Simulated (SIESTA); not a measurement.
Tc:

```
Tc
1.0
     2.74000    0.00000    0.00000
    -1.37000    2.37291    0.00000
     0.00000    0.00000    4.39800
Tc
2
Direct
  0.66667 0.33333 0.75000
  0.33333 0.66667 0.25000
```

- Program: SIESTA 5.4.2
- Task: single point
- Functional: PBEsol
- Potentials or basis: PseudoDojo 0.4 standard (PBEsol files)
- Basis: DZP (energy shift 0.003 Ry; two zetas on semicore shells)
- Grid cutoff: 800 Ry
- Energy shift: 0.003 Ry
- k mesh: 11 × 11 × 6
- Occupations: fermi-dirac, width 0.05 eV
- Spin: no spin polarisation

On this cell: pressure -1.9 GPa; largest force under 0.003 eV/Å; band gap on the k mesh none (metal or under the smearing width).

The same run follows on a disturbed copy (atoms moved at random, drawn with an rms of 0.05 Å):

```xyz
2
Lattice="2.7400 0.0000 0.0000 -1.3700 2.3729 0.0000 0.0000 0.0000 4.3980" Properties=species:S:1:pos:R:3 pbc="T T T"
Tc    1.3286    0.7833    3.2768
Tc    0.0228    1.5797    1.1502
```

Problem. What does the disturbed cell give?

Solution. The energy (extrapolated to zero smearing) moves by +8.1 meV/atom; pressure -1.0 GPa; largest force 0.397 eV/Å; band gap on the k mesh none (metal or under the smearing width).

Forces on the atoms (eV/Å):
```
Tc   0.208  0.012  0.336
Tc  -0.210 -0.010 -0.336
```

Stress tensor (GPa, compression positive):
```
-1.62 -1.33  1.16
-1.33 -1.06  0.03
 1.16  0.03 -0.41
```

Caveats: the basis of atomic orbitals isn't converged, which shifts pressures, moduli and gaps.
